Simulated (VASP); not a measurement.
# CoO (Pm-3m) in VASP: a series of runs, part 2 of 2

VASP 6.6.1. The steps go on from the part before.

### 3 Single point, LDA, collinear spin, random start

This run uses another cell than the first one: it holds 2 atoms, not 4.

INCAR

```
SYSTEM = CoO
PREC = Accurate
ENCUT = 520
EDIFF = 1E-7
ISMEAR = 0
SIGMA = 0.05
LREAL = .FALSE.
LASPH = .TRUE.
NELM = 150
ALGO = Normal
ISIF = 2
LWAVE = .FALSE.
LCHARG = .TRUE.
ISPIN = 2
MAGMOM = 0.49 0
LORBIT = 11
LMAXMIX = 4
LELF = .TRUE.
LVHAR = .TRUE.
```

KPOINTS

```
Automatic mesh
0
G
  7 7 7
  0 0 0
```

POSCAR

```
CoO
1.0
    2.5705263100      0.0000000000      0.0000000000
    0.0000000000      2.5705263100      0.0000000000
    0.0000000000      0.0000000000      2.5705263100
Co O
1 1
Direct
    0.0000000000      0.0000000000      0.0000000000
    0.5000000000      0.5000000000      0.5000000000
```

Potentials or basis: VASP PAW LDA potentials, release 64 (Co, O).

Command:

```bash
$ cat potpaw_LDA.64/Co/POTCAR potpaw_LDA.64/O/POTCAR > POTCAR
$ mpirun -np 1 vasp_std > vasp.out
```

OUTCAR:

```text
SYSTEM = CoO
   PREC = Accurate
   ENCUT = 520
   EDIFF = 1E-7
   ISMEAR = 0
   LREAL = .FALSE.
   LASPH = .TRUE.
   NELM = 150
   ISIF = 2
   ISPIN = 2
   LORBIT = 11

 ion  position               nearest neighbor table
   1  0.000  0.000  0.000-   2 2.23   2 2.23   2 2.23   2 2.23   2 2.23   2 2.23   2 2.23   2 2.23

   2  0.500  0.500  0.500-   1 2.23   1 2.23   1 2.23   1 2.23   1 2.23   1 2.23   1 2.23   1 2.23

  LATTYP: Found a simple cubic cell.
 ALAT       =     2.5705263100

  Lattice vectors:

 A1 = (   2.5705263100,   0.0000000000,   0.0000000000)
 A2 = (   0.0000000000,   2.5705263100,   0.0000000000)
 A3 = (   0.0000000000,   0.0000000000,   2.5705263100)

[... 769 lines left out ...]
  energy-cutoff  :      520.00
  volume of cell :       16.99
      direct lattice vectors                 reciprocal lattice vectors
     2.570526310  0.000000000  0.000000000     0.389025390  0.000000000  0.000000000
     0.000000000  2.570526310  0.000000000     0.000000000  0.389025390  0.000000000
     0.000000000  0.000000000  2.570526310     0.000000000  0.000000000  0.389025390

 POSITION                                       TOTAL-FORCE (eV/Angst)
 -----------------------------------------------------------------------------------
      0.00000      0.00000      0.00000         0.000000      0.000000      0.000000
      1.28526      1.28526      1.28526         0.000000      0.000000      0.000000
 -----------------------------------------------------------------------------------
    total drift:                               -0.000000      0.000000      0.000000

  FREE ENERGIE OF THE ION-ELECTRON SYSTEM (eV)
  ---------------------------------------------------
  free  energy   TOTEN  =       -14.1817792544 eV

  energy  without entropy=      -14.1782036608  energy(sigma->0) =      -14.17999146

 total charge

# of ion       s       p       d       tot
------------------------------------------
    1        0.315   0.391   7.219   7.925
    2        1.568   3.343   0.000   4.912
--------------------------------------------------
tot          1.884   3.734   7.219  12.837

 magnetization (x)

# of ion       s       p       d       tot
------------------------------------------
    1       -0.002   0.006   2.448   2.452
    2        0.022   0.451   0.000   0.474
--------------------------------------------------
tot          0.020   0.457   2.448   2.926
```

OSZICAR:

```text
N       E                     dE             d eps       ncg     rms          rms(c)
DAV:   1     0.869615294292E+02    0.86962E+02   -0.71973E+03   880   0.162E+03
DAV:   2    -0.928435786737E+01   -0.96246E+02   -0.85925E+02   907   0.302E+02
[... 35 lines left out ...]
DAV:  38    -0.141817742858E+02   -0.71964E-05   -0.10963E-04  1066   0.161E-01    0.420E-02
DAV:  39    -0.141817696631E+02    0.46227E-05   -0.67765E-05  1133   0.170E-01    0.556E-02
DAV:  40    -0.141817740164E+02   -0.43533E-05   -0.38102E-05  1028   0.138E-01    0.300E-02
DAV:  41    -0.141817794725E+02   -0.54560E-05   -0.52608E-06   986   0.485E-02    0.420E-03
DAV:  42    -0.141817789217E+02    0.55076E-06   -0.86187E-07   967   0.219E-02    0.922E-03
DAV:  43    -0.141817793503E+02   -0.42860E-06   -0.80705E-07   902   0.200E-02    0.445E-03
DAV:  44    -0.141817792544E+02    0.95912E-07   -0.76266E-08   471   0.504E-03
   1 F= -.14181779E+02 E0= -.14179991E+02  d E =-.357559E-02  mag=     2.9965
```

Wall time 28 s (1 thread of AMD EPYC 7R43 (Zen 3), shared host); peak memory 0.09 GiB.

Results:

| Item | Value |
| --- | --- |
| Free energy | -14.1818 eV |
| Pressure | -8.8 GPa |
| Band gap on the k mesh | none (metal or under the smearing width) |
| Net moment | 3.00 μB per cell |
| Site moments | Co +2.45; O +0.47 μB |
| Valence electrons inside the program's atomic spheres | Co 7.92; O 4.91 |

Caveat: a cell with one magnetic atom can't hold antiferromagnetic order, which such compounds often take; semilocal functionals often make such compounds metallic where correlation or magnetic order opens a gap, which also shifts bond lengths.

### 4 For comparison

An earlier run on the cell as given: functional PBE; potentials or basis VASP PAW PBE potentials, release 64 (Co, O); cutoff 520 eV; k mesh 10 × 10 × 10; occupations fermi-dirac, width 0.05 eV; collinear spin, ferromagnetic start; starting moments [2.0, 0.0] μB.

- Pressure: 11.1 GPa
- Band gap on the k mesh: none (metal or under the smearing width)
- Net moment: 3.00 μB per cell
- Site moments: Co +2.49; O +0.45 μB
- Valence electrons inside the program's atomic spheres: Co 7.89; O 4.96

### 5 Summary

```csv
level,potentials or basis,spin,k mesh,smearing,supercell matrix,gap on the mesh (eV),pressure (GPa),moment (μB)
LDA,"VASP PAW LDA potentials, release 64 (Co, O)","collinear, ferrimagnetic start",5 × 5 × 7,gaussian 0.05 eV,"[1, 1, 0, -1, 1, 0, 0, 0, 1]",none,-13.5,0.08
LDA,"VASP PAW LDA potentials, release 64 (Co, O)","collinear, random start",7 × 7 × 7,gaussian 0.05 eV,-,none,-8.8,3.00
PBE,"VASP PAW PBE potentials, release 64 (Co, O)","collinear, ferromagnetic start",10 × 10 × 10,fermi-dirac 0.05 eV,-,none,11.1,3.00
```

Alike in all rows: task single point; cell as given; cutoff (eV) 520.

Caveats: semilocal functionals often make such compounds metallic where correlation or magnetic order opens a gap, which also shifts bond lengths; a cell with one magnetic atom can't hold antiferromagnetic order, which such compounds often take (some runs).

Absolute energies hang on the potentials; compare differences alone.
